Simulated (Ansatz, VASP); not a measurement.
**AlN in VASP and in Ansatz**

```
Al N
1.0
     0.00000    1.98664    1.98664
     1.98664    0.00000    1.98664
     1.98664    1.98664    0.00000
Al N
1 1
Direct
  0.00000 0.00000 0.00000
  0.50000 0.50000 0.50000
```

Change from the starting cell: volume scaled by 0.93, to set the pressure.

Alike in both runs: task single point; functional PBE; k mesh 16 × 16 × 16; occupations fermi-dirac, width 0.08 eV; no spin polarisation.

```csv
,VASP,Ansatz
version,VASP 6.6.1,Ansatz 0.2.0
potentials or method,"VASP PAW PBE potentials, release 64 (Al, N)","PAW with Ansatz's default frozen-core files, scalar-relativistic"
plane-wave cutoff (eV),520,420
valence electrons in the cell,8,8
```

Ansatz gave:

- gap on the k mesh at the Fermi level (eV): 5.15
- pressure (GPa): 21.1

Task: What did VASP give for the same quantities?

Result: gap on the k mesh at the Fermi level (eV): 5.12; pressure (GPa): 20.8.

Caveats: so large a pressure means that the cell lies far from this level's equilibrium, or that cutoff or potentials fall short (VASP). A k mesh can miss the band edges.
